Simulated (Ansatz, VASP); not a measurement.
**Ta: VASP beside Ansatz**

```xyz
1
Lattice="-1.6152 1.6152 1.6152 1.6152 -1.6152 1.6152 1.6152 1.6152 -1.6152" Properties=species:S:1:pos:R:3 pbc="T T T"
Ta    0.0000    0.0000    0.0000
```

Alike in both runs: task single point; functional PBE; k mesh 22 × 22 × 22; occupations fermi-dirac, width 0.1 eV; no spin polarisation.

|  | VASP | Ansatz |
| --- | --- | --- |
| version | VASP 6.6.1 | Ansatz 0.2.0 |
| potentials or method | VASP PAW PBE potentials, release 64 (Ta_pv) | plane waves (420 eV) with PAW, scalar-relativistic |
| plane-wave cutoff (eV) | 520 | 420 |
| valence electrons in the cell | 11 | 13 |

Ansatz gave:

- pressure (GPa): 18.6

Question: Which values does VASP return?

Answer: Pressure (GPa): 18.9.

The two sets of potentials don't hold the same shells in valence.

Caveats: so large a pressure means that the cell lies far from this level's equilibrium, or that cutoff or potentials fall short (VASP). Spin-orbit coupling is left out, which matters for the levels of Ta.
